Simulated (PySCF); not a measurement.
ZnSe (Stilleite) in PySCF: the effect of relativity

ZnSe (Stilleite):

```
CELL_PARAMETERS angstrom
0.00000 2.83380 2.83380
2.83380 0.00000 2.83380
2.83380 2.83380 0.00000
ATOMIC_POSITIONS crystal
Se 0.75000 0.75000 0.75000
Zn 0.00000 0.00000 0.00000
```

Alike in all runs:

| Property | Result |
| --- | --- |
| Program | PySCF 2.14.0 |
| Task | single point |
| Functional | LDA |
| Potentials or basis | pob-dzvp-rev2 (all-electron) |
| k mesh | 2 × 2 × 2 |
| Occupations | fermi-dirac, width 0.05 eV |

```csv
relativity,spin,starting moments,gap on the mesh (eV)
none,no spin polarisation,-,2.89
sfx2c,no spin polarisation,-,2.24
x2c,"non-collinear spin, zero start, spin-orbit coupling","[[0.0, 0.0, 0.0], [0.0, 0.0, 0.0]] μB",?
```

Problem. What does the run with relativity x2c give?

Solution. gap on the mesh 2.12 eV.

Caveats: all runs use coarse meshes; the default atom-centred grid shifts energies of crystals by up to some 10 meV an atom and pressures by some 0.5 GPa; the basis of atomic orbitals isn't converged, which shifts pressures, moduli and gaps; relativity is left out, which matters for the heavier elements (some runs).

A k mesh can miss the band edges.
